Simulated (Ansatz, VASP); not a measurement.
**Ca: VASP beside Ansatz**

The input INCAR:

```
SYSTEM = Ca
PREC = Accurate ; ENCUT = 520
EDIFF = 1E-6 ; ISMEAR = 0
SIGMA = 0.1 ; LREAL = .False.
LASPH = .True. ; NELM = 100
ALGO = Normal ; ISIF = 2
LWAVE = .False. ; LCHARG = .True.
GGA = PE ; LELF = .True.
LVHAR = .True. ; NBANDS = 11
```

KPOINTS

```
regular mesh
0
Gamma
  12 12 12
  0 0 0
```

Contents of POSCAR:

```
Ca
1.0
    3.6309586321      0.0000000000      0.0000000000
    0.0000000000      3.6309586321      0.0000000000
    0.0000000000      0.0000000000      3.6309586321
Ca
1
Direct
    0.0000000000      0.0000000000      0.0000000000
```

Input for Ansatz:

```yaml
crystal:
  lattice:
    - [3.6309586321, 0.0, 0.0]
    - [0.0, 3.6309586321, 0.0]
    - [0.0, 0.0, 3.6309586321]
  atoms:
    - { symbol: Ca, position: [0.0, 0.0, 0.0] }
basis:
  ecutwfc: 420
kpoints:
  mp_grid: { grid: [12, 12, 12] }
hamiltonian:
  xc: pbe
scf:
  occupations: { method: gaussian, width: 0.1 }
output:
  forces: true
  stress: true
  eigenvalues: true
```

Alike in both runs: task single point; functional PBE; k mesh 12 × 12 × 12; occupations gaussian, width 0.1 eV; no spin polarisation.

|  | VASP | Ansatz |
| --- | --- | --- |
| version | VASP 6.6.1 | Ansatz 0.2.0 |
| potentials or method | VASP PAW PBE potentials, release 64 (Ca_sv) | scalar-relativistic, plane waves, PAW |
| plane-wave cutoff (eV) | 520 | 420 |
| valence electrons in the cell | 10 | 10 |

```tsv
	VASP	Ansatz	Ansatz less VASP
gap on the k mesh at the Fermi level (eV)	none	none	-
pressure (GPa)	-0.9	-0.9	+0.01
```

A gap of «none» marks a metal or a gap that the smearing closes.
